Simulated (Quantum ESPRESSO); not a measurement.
# BN: dielectric tensor and Born charges under several settings

```
CELL_PARAMETERS angstrom
1.25112 0.72234 3.37293
-1.25112 0.72234 3.37293
0.00000 -1.44467 3.37293
ATOMIC_POSITIONS crystal
N 0.66724 0.66724 0.66724
B 0.00033 0.00033 0.00033
```

The cell is a database's computed one.

All runs used Quantum ESPRESSO 7.5; k mesh 8 × 8 × 8, shifted; given cell; no spin polarisation; cutoff 612 eV; occupations smeared at first, fixed for the response.

| level | potentials | pressure (GPa) | ε∞ (diagonal) | Born charge of atom 1 (e) |
| --- | --- | --- | --- | --- |
| LDA | GBRV 1.5 LDA | -3.4 | 4.82, 4.82, 2.65 | -2.04 |
| PBEsol | GBRV 1.5 PBEsol | ? | ? | ? |
| WC | GBRV 1.5 PBE | 0.8 | 4.80, 4.80, 2.64 | -2.03 |
| BLYP | GBRV 1.5 PBE | 7.1 | 4.66, 4.66, 2.56 | -2.05 |
| AM05 | GBRV 1.5 PBE | 1.4 | 4.79, 4.79, 2.60 | -2.03 |

**Question.** What stands in the row left open?

**Answer.** Pressure 1.1 GPa; ε∞ 4.78, 4.78, 2.64; Born charge of atom 1 -2.03 e.

Caveats: the potentials were made for another functional, which shifts forces and pressure (some runs); the cell is more than 3 GPa from zero pressure, which shifts response properties (some runs).
